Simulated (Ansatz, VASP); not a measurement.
## Ge in VASP and in Ansatz

```
CELL_PARAMETERS angstrom
0.00000 2.94692 2.94692
2.94692 0.00000 2.94692
2.94692 2.94692 0.00000
ATOMIC_POSITIONS crystal
Ge 0.50000 0.50000 0.50000
Ge 0.75000 0.75000 0.75000
```

Alike in both runs: functional BLYP; k mesh 5 × 5 × 5; occupations fermi-dirac, width 0.05 eV; no spin polarisation.

Ansatz relaxed the structure, and its values are those at the end. VASP's run is a single point on that final structure, the one shown.

|  | VASP | Ansatz |
| --- | --- | --- |
| version | VASP 6.6.1 | Ansatz 0.2.0 |
| potentials or method | VASP PAW PBE potentials, release 64 (Ge_d) | plane waves (420 eV) with PAW, scalar-relativistic |
| plane-wave cutoff (eV) | 520 | 420 |
| valence electrons in the cell | 28 | 28 |

```tsv
	VASP	Ansatz	Ansatz less VASP
pressure (GPa)	0.2	0.0	-0.12
```

Caveats: the k mesh is coarse (spacing up to 0.37 Å⁻¹), so the values aren't converged; the PAW data sets were made with another functional, which shifts forces and pressure a little (VASP).
